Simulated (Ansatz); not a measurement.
Computed with DFT PBE, scalar-relativistic, plane waves, PAW in Ansatz 0.2.0. All cells share a 420 eV cutoff and Γ-centred k meshes spaced at most about 0.3 Å⁻¹ (about 0.25 or finer for metals, 2π included). No spin polarisation in the final relaxations.

These are static total energies at zero pressure. All come from trial cells, and lower structures may exist.

Question: Which of these relaxed structures of ScAl3 is the lowest in energy?
A.

```xyz
4
Lattice="4.6810 2.7026 0.9493 -4.6810 2.7026 0.9493 0.0000 -5.4051 0.9493" Properties=species:S:1:pos:R:3 pbc="T T T"
Sc    0.0000    0.0000    1.4239
Al    0.0000   -2.7026    0.4746
Al   -2.3405    1.3513    0.4746
Al    2.3405    1.3513    0.4746
```

B.

```xyz
4
Lattice="-2.0117 2.0117 4.4091 2.0117 -2.0117 4.4091 2.0117 2.0117 -4.4091" Properties=species:S:1:pos:R:3 pbc="T T T"
Sc    0.0000    0.0000    0.0000
Al    0.0000    0.0000    4.4091
Al    0.0000    2.0117    2.2046
Al    2.0117    0.0000    2.2046
```

C.

```xyz
4
Lattice="2.8667 -4.1423 0.0000 2.8667 4.1423 0.0000 0.0000 0.0000 3.0492" Properties=species:S:1:pos:R:3 pbc="T T T"
Sc    2.8667    0.0000    0.0000
Al    0.0000    0.0000    0.0000
Al    1.4334   -2.0711    1.5246
Al    1.4334    2.0711    1.5246
```

Answer: B. It has the TiAl3 (D0_22) type, space group I4/mmm (No. 139); the next, C, with Sc and Al ordered on fcc sites, space group Cmmm (No. 65), lies 87 meV/atom higher. Counting all near atoms (those within 1.25 times the shortest distance at each site), the lowest and the next both have Sc 12, Al 12.

Cells relaxed within their symmetry can be saddle points. Some candidate types were left out of the draw beforehand, so a known form may be missing.
